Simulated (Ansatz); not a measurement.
The calculation used DFT PBE, scalar-relativistic, plane waves, PAW in Ansatz 0.2.0. Plane waves to 420 eV, an 8×8×8 mesh through Γ for the 12-atom cell and 0.02 eV Gaussian smearing; no spin polarisation.

Formation energies are uncorrected and refer to the elements' standard structures at the same level (O₂ as a molecule).

Q: Propose a candidate for a cubic narrow-gap semiconductor made of O and Zn, with a gap near 0.4 eV, a formation energy near −1.29 eV/atom and a density near 5.72 g/cm³, in a cell of 12 atoms.

A: ZnO, space group I-43d (No. 220). Zn is surrounded by 4 O at 2.01 Å; around O lie 4 Zn at 2.01 Å.

```
Zn O
1.0
    -3.28491    3.28491    3.28491
     3.28491   -3.28491    3.28491
     3.28491    3.28491   -3.28491
Zn O
6 6
Direct
  0.12500 0.75000 0.87500
  0.62500 0.37500 0.25000
  0.75000 0.87500 0.12500
  0.87500 0.12500 0.75000
  0.37500 0.25000 0.62500
  0.25000 0.62500 0.37500
  0.75000 0.37500 0.62500
  0.12500 0.87500 0.25000
  0.25000 0.12500 0.87500
  0.37500 0.62500 0.75000
  0.87500 0.25000 0.12500
  0.62500 0.75000 0.37500
```

The volume per atom is 11.82 Å³ and the density is 5.72 g/cm³. The energy over the elements is −1.287 eV/atom and the gap on the 8×8×8 mesh of the 12-atom cell is 0.44 eV.

The cell was found from a structure generator's guess, not taken from experiment. Other answers may fit too; this one was computed.

Kohn–Sham gaps at this level usually fall short of measured ones. A structure relaxed within its symmetry needn't be a true minimum.
